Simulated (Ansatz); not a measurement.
**CrI3 (R-3): equation of state**

The task here is to estimate one member of a computed series from the others.

Program: Ansatz 0.2.0. Level of theory: DFT PBE, scalar-relativistic, plane waves, PAW. These are calculated values, not measurements.

The runs add the D3(BJ) dispersion term to the functional named.

### Starting point

Symmetry: R-3, No. 148, trigonal system. Conventional cell: a = 6.818 Å, b = 6.818 Å, c = 19.473 Å, α = 90.00°, β = 90.00°, γ = 120.00°. Around Cr (site symmetry 3) lie 6 I at 2.71 Å. I (site symmetry 1) has 2 Cr at 2.71 Å as nearest neighbours.

Structure file:

```
CELL_PARAMETERS angstrom
3.40921 1.96831 6.49103
-3.40921 1.96831 6.49103
0.00000 -3.93662 6.49103
ATOMIC_POSITIONS crystal
Cr 0.16613 0.16613 0.16613
Cr 0.83387 0.83387 0.83387
I 0.76818 0.07066 0.42174
I 0.42174 0.76818 0.07066
I 0.07066 0.42174 0.76818
I 0.57826 0.23182 0.92934
I 0.92934 0.57826 0.23182
I 0.23182 0.92934 0.57826
```

An earlier run at PBE left this cell at 32.668 Å³/atom and 0.00 GPa (6×6×6 mesh).

Volume factors to run: 0.980, 1.020, 0.960, 1.040.

The first run:

File input.yaml:

```yaml
crystal:
  lattice:
    - [3.3863314845, 1.9550993941, 6.4474696434]
    - [-3.3863314845, 1.9550993941, 6.4474696434]
    - [0.0, -3.9101987883, 6.4474696434]
  atoms:
    - { symbol: Cr, position: [0.1661305725, 0.1661305725, 0.1661305725], spin: 3.22 }
    - { symbol: Cr, position: [0.8338694275, 0.8338694275, 0.8338694275], spin: 3.22 }
    - { symbol: I, position: [0.7681829889, 0.0706592527, 0.4217441575] }
    - { symbol: I, position: [0.4217441575, 0.7681829889, 0.0706592527] }
    - { symbol: I, position: [0.0706592527, 0.4217441575, 0.7681829889] }
    - { symbol: I, position: [0.5782558425, 0.2318170111, 0.9293407473] }
    - { symbol: I, position: [0.9293407473, 0.5782558425, 0.2318170111] }
    - { symbol: I, position: [0.2318170111, 0.9293407473, 0.5782558425] }
basis:
  ecutwfc: 420
  ecutrho_ratio: 4
kpoints:
  mp_grid: { grid: [6, 6, 6] }
hamiltonian:
  xc: pbe
  dispersion: d3bj
scf:
  occupations: { method: gaussian, width: 0.05 }
output:
  forces: true
  stress: true
  eigenvalues: true
  populations: true
magnetization:
  spin_polarized: true
relax:
  f_tol: 0.01
  max_steps: 40
  cell: { stress_tol: 0.1, fix: [volume] }
```

Command:

```sh
$ ansatz run input.yaml --threads 4 --pin off --max-ram 10240MiB --backend cpu --events-out ev --progress --plain --runs-dir out
```

Steps of the session up to this table: Scaling the volume by 0.980; Volume × 1.020; At 0.960 of the relaxed volume; Scaling the volume by 1.040.

One of the session's tables, all rows but one given; the rest of the session is left out.

It belongs to the step «Energy and pressure against volume». 

| volume (Å³/atom) | energy (meV/atom) | pressure (GPa) | gap (eV) | moment of atom 1 (μB) |
| --- | --- | --- | --- | --- |
| 31.361 | 3.08 | 0.83 | 1.04 | 2.90 |
| 32.015 | ? | ? | ? | ? |
| 32.668 | 0.00 | 0.00 | 1.08 | 2.92 |
| 33.321 | 0.63 | -0.31 | 1.11 | 2.93 |
| 33.975 | 2.39 | -0.56 | 1.13 | 2.94 |

Q: Estimate the row for volume (Å³/atom) = 32.015 from the others.

Worked estimate for «energy (meV/atom)». A straight line through the neighbours (31.361, 3.08) and (32.668, 0.00) gives 3.08 + (0.00 − 3.08) × (32.015 − 31.361) / (32.668 − 31.361) = 1.54; a parabola fitted to 3 rows on both sides gives 0.82.

**Answer.** energy (meV/atom): 0.73; pressure (GPa): 0.38; gap (eV): 1.06; moment of atom 1 (μB): 2.91. In «energy (meV/atom)» the line misses by +0.81 and the parabola by +0.09.

Caveats from the session: Warnings in the runs' records: stability check not made.
